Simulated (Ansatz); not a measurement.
# Si2Ni (Fm-3m) in Ansatz: notebook

One crystal, Si2Ni, is run at these levels: LDA, PBE; tasks: elastic constants, phonons.

All numbers are computed with Ansatz 0.2.0; they aren't measurements. Logs are shortened: lines on timing, memory, paths and dates and some standing lists are left out, and cuts for length are marked.

## 1. The crystal as given

The structure is cubic, space group Fm-3m (No. 225). The conventional cell has a = 5.406 Å, b = 5.406 Å, c = 5.406 Å, α = 90.00°, β = 90.00°, γ = 90.00°. Ni (site symmetry m-3m) has 8 Si at 2.34 Å as nearest neighbours. Si (site symmetry -43m) is surrounded by 4 Ni at 2.34 Å.

## 2. Elastic constants, LDA, collinear spin, ferromagnetic start

File input.yaml:

```yaml
crystal:
  lattice:
    - [0.0, 2.703, 2.703]
    - [2.703, 0.0, 2.703]
    - [2.703, 2.703, 0.0]
  atoms:
    - { symbol: Ni, position: [0.0, 0.0, 0.0], spin: 1.0 }
    - { symbol: Si, position: [0.75, 0.75, 0.75] }
    - { symbol: Si, position: [0.25, 0.25, 0.25] }
hamiltonian:
  xc: lda
  pseudopotentials: { kind: paw }
magnetization:
  spin_polarized: true
kpoints:
  mp_grid: { grid: [7, 7, 7] }
scf:
  occupations: { method: fermi_dirac, width: 0.05 }
output:
  forces: true
  stress: true
elastic:
  mode: relaxed_ion
  stencil: two_point
```

Potentials or basis: Ansatz PAW.

Command:

```console
> ansatz run input.yaml --threads 2 --pin off --max-ram 5632MiB --backend cpu --events-out ev --progress --plain --runs-dir out
```

What it wrote:

```text
Warning: RAYON_NUM_THREADS=2 ignored (pool sized by the plan → 2); use --threads N
Engine: ansatz 0.2.0, x86_64-unknown-linux-gnu
Pseudopotentials: kind: paw
Pseudopotential: Ni, paw, valence charge 18, recommended cutoff 420 eV (normal), Ni.paw.azcp
Pseudopotential: Si, paw, valence charge 4, recommended cutoff 420 eV (normal), Si.paw.azcp
Functional definition: SPW92
  exchange = slater_x
  correlation = pw_c
Crystal: 3 atoms, lattice volume = 39.497 Å³
Basis set: ecut = 420 eV, 749 PW (Γ)
Bands: 18, of which v1, the nominal top of the filled ones, is band 13 counted from 1 (12 counted from 0)
Symmetry: 48 space group operations
Space group: Fm-3m (ITA 225), of the structure as read, at distance tolerance 3.4e-5 Å
Magnetic group: BNS 225.116 (UNI 1618), of the structure as read, at distance tolerance 3.4e-5 Å
k-points: 20 of 343
Non-local potential: Ni, projectors of the file, l = 0: 3, l = 1: 2, l = 2: 3, l = 3: 1
Non-local potential: Si, projectors of the file, l = 0: 2, l = 1: 2, l = 2: 2
PAW form: soft (Blöchl's): semilocal exchange-correlation on the pseudo side does not see the compensation charge
PAW frozen core: Ni, regenerated for the run's functional, and the local potential with it (the file was generated under x = pbe(κ = 0.804, μ = 0.2195149727645171), c = pbe(β = 0.06672455060314922))
PAW frozen core: Si, regenerated for the run's functional, and the local potential with it (the file was generated under x = pbe(κ = 0.804, μ = 0.2195149727645171), c = pbe(β = 0.06672455060314922))
PAW one-centre angular grid: Ni, 590 points (default); XC on 64 Gauss nodes
PAW one-centre angular grid: Si, 110 points (default); XC on 64 Gauss nodes
Initial density: superposition of atomic densities (chi_scale 0.1, normalization cell)
Starting moments: Σ|m| = 1 μB on 1 of 3 sites
Initial wavefunctions: pseudopotential atomic-orbital guess
Functional: x = slater, c = lda
SCF 1 converged in 12 iterations: F = -6992.078280 eV  dr2 = 1.08e-9
Bands: 17, of which v1, the nominal top of the filled ones, is band 13 counted from 1 (12 counted from 0)
Initial density: read from a saved state, or passed on in memory by an earlier SCF of this step, an earlier step, the calling program or the single point that the run made first
Stability of the state it starts from, as read at its close in the collinear treatment: not read negative (Ritz values of 1 − χ₀K, real part plus size of imaginary part, from 0.84 to 1.0, by its mixing steps under the symmetry group of the SCF that read it); its run was given moments
iter 1 solved again at ethr=3.97e-7 eV; its pass at ethr=3.10e-3 eV (dr2=1.03e-4 eV) is discarded
SCF iter   1: F=—  HF=-6992.078286 eV  |F-HF|=—  |Δ(HF+E_count)|=         —  Δρ=6.22e-7 (↑6.22e-7 ↓6.22e-7)  dr2=6.97e-10  dr2_m=0.00e0  M=0.000 μB ∫|m|=0.000 μB  β_m=0.30  ethr=3.97e-7  ⟨swp⟩=3.0  Hψ=2621  notcnv=0
eigensolver tolerance schedule: the retry pair's looser diagonalisation over-reported the residual by 148199.11 of it (diagonalisation noise at an unbounded share of the residual, at the tolerance the schedule requests for it); recorded, not acted on — ethr = c·dr2/N_el stays at c = 1.0e-1
preconditioner: auto → Kerker (q_TF=auto, 2.545 Å⁻¹)  [metal: Δε(μ)=0.068 eV  Ē_g=8.236 eV  σ=0.050 eV  W_gap=0.32  n_scr=14 (ndim 8)  ℏωp=25.1 eV  f_vac=0.000  D(μ)=0.96/eV (n_scr^D=8)]
[... 130 lines left out ...]
Harris-Foulkes:  -6992.078280 eV  (|F-HF|=2.73e-12)
Internal energy: -6992.071322 eV  (E = F + TS)
E sigma→0 (E₀):  -6992.074801 eV
Entropy (-TS):   -0.006958 eV (-2.319 meV/atom)
Fermi energy:    12.933747 eV
--- Per-component energies (eV) ---
  E_band       = -347.542948
  E_kinetic    = 371.805774
  E_local      = -4913.173935  (includes V_loc(G=0)·N_el)
  E_nonlocal   = 685.156635
  E_hartree    = 2121.837571
  E_xc         = -198.652051
  E_vxc        = -209.708718  (∫ρ·V_xc dr)
  E_paw        = -2531.799667  (= ΣΔE_a)
  E_vpaw       = -525.298280  (= ΣTr[D̂ρ^β])
  E_aug_tail   = 0.000424  (compensation charges beyond the density's cutoff)
  E_ewald      = -2527.848854
  E_core_change = 0.602782  (= ΣΔE_core)
  E_smearing   = -0.006958  (= −TS)
  E_closure    = 0.000000  (closes the sum)
  Σ components = -6992.078280   (vs F -6992.078280, Δ=0.00e0)
--- Forces (eV/Å), atoms counted from 1 ---
  atom   1  Ni     0.00000000     0.00000000     0.00000000
  atom   2  Si    -0.00000000    -0.00000000     0.00000000
  atom   3  Si     0.00000000    -0.00000000     0.00000000
  max |Σ_I F_I| component: 2.78e-17 eV/Å
--- Stress (GPa, compression-positive) ---
       -5.190817      -0.000000      -0.000000
        0.000000      -5.190817      -0.000000
       -0.000000       0.000000      -5.190817
  P = ⅓ Tr σ = -5.1908 GPa (-51.908 kbar)
--- Band table (eV; the first three rows and the last of 40) ---
  k-point 0 ↑: bands = ["-90.8124", "-51.6428", "-51.6428", "-51.6428", "-0.8156", "7.7763", "7.7763", "7.7763", "9.4825", "9.4825", "12.6085", "14.7340", "14.7340", "14.7340", "15.2806", "15.2806", "15.2806"]
  k-point 1 ↑: bands = ["-90.8124", "-51.6430", "-51.6429", "-51.6429", "-0.5140", "7.1850", "7.8689", "7.8689", "9.4335", "9.4335", "11.8823", "13.5659", "13.7388", "13.7388", "16.0008", "16.0008", "17.0161"]
  k-point 2 ↑: bands = ["-90.8124", "-51.6434", "-51.6429", "-51.6429", "0.3744", "5.6598", "8.0684", "8.0684", "9.4146", "9.4146", "10.1614", "12.6138", "12.6138", "14.1931", "15.3137", "15.3137", "16.1953"]
  k-point 19 ↓: bands = ["-90.8124", "-51.6435", "-51.6435", "-51.6431", "3.8700", "3.9468", "5.9228", "6.9896", "9.0900", "9.1429", "9.5268", "9.9069", "10.5908", "14.2463", "16.0248", "17.5871", "19.0061"]
--- Elastic constants: 2 strain directions × 2 members + reference (group order 48) ---
  dense FFT box of the reference and of every strained cell: 27×27×27
  strains applied: 11, 23; error gains: componentwise 1.00 (the most a stress slope's error grows in a printed constant), spectral 1.73 (1 for all six strains in a standard setting)
  C = ∂σ_k/∂η_j (tension-positive GPa; Voigt order 11 22 33 23 13 12):
       181.045    135.529    135.529      0.000     -0.000     -0.000
       135.529    181.045    135.529     -0.000     -0.000      0.000
       135.529    135.529    181.045     -0.000      0.000      0.000
        -0.000      0.000      0.000     91.239      0.000     -0.000
        -0.000      0.000     -0.000     -0.000     91.239      0.000
         0.000     -0.000      0.000     -0.000      0.000     91.239
  reference stress σ⁰ (GPa):      5.191      5.191      5.191     -0.000      0.000      0.000
  C* (energy form; C + prestress term) asymmetry max|C*_kj − C*_jk| = 2.842e-14 GPa — a small one proves nothing (zero by symmetry where the batch's group is 432, −43m or m−3m); a large one is finite-difference/SCF noise where every solve meets its electron count
  moduli (Voigt/Reuss/Hill, GPa): K = 150.70/150.70/150.70   G = 63.85/41.40/52.63   E = 141.41   ν = 0.344
  mechanically stable: yes (min eigenvalue of sym C = 45.52 GPa)
  strain η (Voigt 11):  stress-route row diagonal C_11 = 181.04 GPa, energy-path curvature d²(F+E_count+ΔE)/dδ²/Ω₀ = 181.31 GPa
         δ    σ_11 (GPa)             F (eV)   n_scf  n_hpsi   n_pw
    -2.000e-3       4.8269       -6992.0807421      11   14959    781   relax 0 steps, max|allowed force component| 1.11e-16 eV/Å
     2.000e-3       5.5511       -6992.0756349       8   12083    785   relax 0 steps, max|allowed force component| 1.13e-16 eV/Å
  strain η (Voigt 23):  stress-route row diagonal C_44 = 91.24 GPa, energy-path curvature d²(F+E_count+ΔE)/dδ²/Ω₀ = 88.90 GPa
         δ    σ_23 (GPa)             F (eV)   n_scf  n_hpsi   n_pw
    -2.000e-3      -0.1825       -6992.0782359       2   10965    785   relax 3 steps, max|allowed force component| 3.50e-7 eV/Å
     2.000e-3       0.1825       -6992.0782359       2   10924    785   relax 2 steps, max|allowed force component| 1.94e-7 eV/Å
```

elastic.tsv:

```text
# convention: tension-positive GPa; Voigt order 11 22 33 23 13 12; engineering shear strains; stresses and constants hold the Pulay correction, whose part of sigma0, of c and of each member's stress the lines and columns named pulay_correction_..._gpa give (of c_energy it is that of c and, on the columns of strains 1 to 3, that of sigma0; of a layer's constants it is that of c in the plane, times a tenth of its plane spacing in ang); where a line pulay_correction_withheld stands none holds it
[... 16 lines left out ...]
6	1.2405972241e-29	-1.2405972132e-29	2.8025969286e-45	-6.3108872418e-30	6.3108872418e-30	9.1238705716e1	1.1580555915e-16	1.1580555915e-16	1.1580555915e-16	-6.3108872418e-30	6.3108872418e-30	9.1238705716e1	1.2412164680e-33	-1.2412093733e-33	-3.0814879110e-33	-1.5407439555e-33	-1.5407439555e-33	1.7639896763e-1
```

elastic_members.tsv:

```text
# convention: tension-positive GPa; Voigt order 11 22 33 23 13 12; engineering shear strains; stresses and constants hold the Pulay correction, whose part of sigma0, of c and of each member's stress the lines and columns named pulay_correction_..._gpa give (of c_energy it is that of c and, on the columns of strains 1 to 3, that of sigma0; of a layer's constants it is that of c in the plane, times a tenth of its plane spacing in ang); where a line pulay_correction_withheld stands none holds it
[... 11 lines left out ...]
3	2.0000000000e-3	5.1913147932e0	5.1902189756e0	5.1902189756e0	1.8247754636e-1	2.2099728528e-15	8.9518957201e-16	-6.9920782359e3	-6.9920747588e3	2	10924	785	2	1.9437453736e-7	0.0000000000e0	-7.9343573638e-2	-7.9201563991e-2	-7.9201563991e-2	3.5283054239e-4	-3.3927409908e-19	-2.0356445945e-19	3.5292207191e-5	0.0000000000e0
```

It took 9.7 s on 2 threads of Intel Xeon Platinum 8375C at 2.90GHz (Ice Lake), shared host; peak memory 0.55 GiB.

What came out:

```yaml
Free_energy: -6992.0783 eV
Pressure: -5.2 GPa
Band_gap_on_the_k_mesh: none (metal or under the smearing width)
Net_moment: 0.00 μB per cell
Absolute_moment: 0.00 μB per cell
Elastic_constants_C11_C12_C44: 181, 136, 91 GPa
Voigt_bulk_modulus: 151 GPa
```

Elastic tensor in Voigt notation (GPa, in the Cartesian axes of the cell as first typed):
```
181 136 136   0   0   0
136 181 136   0   0   0
136 136 181   0   0   0
  0   0   0  91   0   0
  0   0   0   0  91   0
  0   0   0   0   0  91
```

Caveat: the cell is more than 3 GPa from zero pressure, which shifts response properties; elastic constants of metals need much finer meshes, so these are rough; the PAW data sets come from PBE, with cores solved anew for the run's functional, which leaves a small shift of forces and pressure.

[end of part 1 of 2]
